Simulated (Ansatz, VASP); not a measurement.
**Li in VASP and in Ansatz**

Contents of INCAR:

```
SYSTEM = Li
PREC = Accurate
ENCUT = 600
EDIFF = 1E-6
ISMEAR = 0
SIGMA = 0.1
LREAL = .False.
LASPH = .True.
NELM = 100
ALGO = Normal
ISIF = 3
LWAVE = .False.
LCHARG = .False.
GGA = PS
IBRION = 2
NSW = 100
EDIFFG = -0.01
```

Contents of KPOINTS:

```
Automatic mesh
0
Gamma
  21 21 20
  0 0 0
```

File POSCAR:

```
Li
1.0
    2.9464692431      0.0000000000      0.0000000000
   -1.4732346216      2.5517172160      0.0000000000
    0.0000000000      0.0000000000      2.7531071990
Li
1
Direct
    0.0000000000      0.0000000000      0.0000000000
```

Input for Ansatz:

```yaml
crystal:
  lattice:
    - [2.9464692431, 0.0, 0.0]
    - [-1.4732346216, 2.551717216, 0.0]
    - [0.0, 0.0, 2.753107199]
  atoms:
    - { symbol: Li, position: [0.0, 0.0, 0.0] }
basis:
  ecutwfc: 420
kpoints:
  mp_grid: { grid: [21, 21, 20] }
hamiltonian:
  xc: pbesol
scf:
  occupations: { method: gaussian, width: 0.1 }
output:
  forces: true
  stress: true
  eigenvalues: true
relax:
  adjacent_minimum: "off"
  f_tol: 0.01
  max_steps: 80
  cell: { stress_tol: 0.05 }
```

Alike in both runs: task relaxation of cell and atoms; functional PBEsol; k mesh 21 × 21 × 20; occupations gaussian, width 0.1 eV; no spin polarisation.

```csv
,VASP,Ansatz
version,VASP 6.6.1,Ansatz 0.2.0
potentials or method,"VASP PAW PBE potentials, release 64 (Li_sv)","scalar-relativistic, plane waves, PAW"
plane-wave cutoff (eV),600,420
valence electrons in the cell,3,3
```

Ansatz gave:

```
gap on the k mesh at the Fermi level, each at its own relaxed structure (eV) : none
relaxed volume (Å³/atom)                                                     : 20.26
relaxed cell length with the largest relative difference (Å)                 : 2.714
energy change over the relaxation (meV/atom)                                 : -1
```

Task: Which values does VASP return?

Result: gap on the k mesh at the Fermi level, each at its own relaxed structure (eV): none; relaxed volume (Å³/atom): 20.07; relaxed cell length with the largest relative difference (Å): 2.702; energy change over the relaxation (meV/atom): -1.

A gap of «none» marks a metal or a gap that the smearing closes.

Caveats: the cutoff is under 1.25 times the usual one of these potentials, so pressure, stress and relaxed cells hold a basis-set (Pulay) error (VASP); the PAW data sets were made with another functional, which shifts forces and pressure a little (VASP).
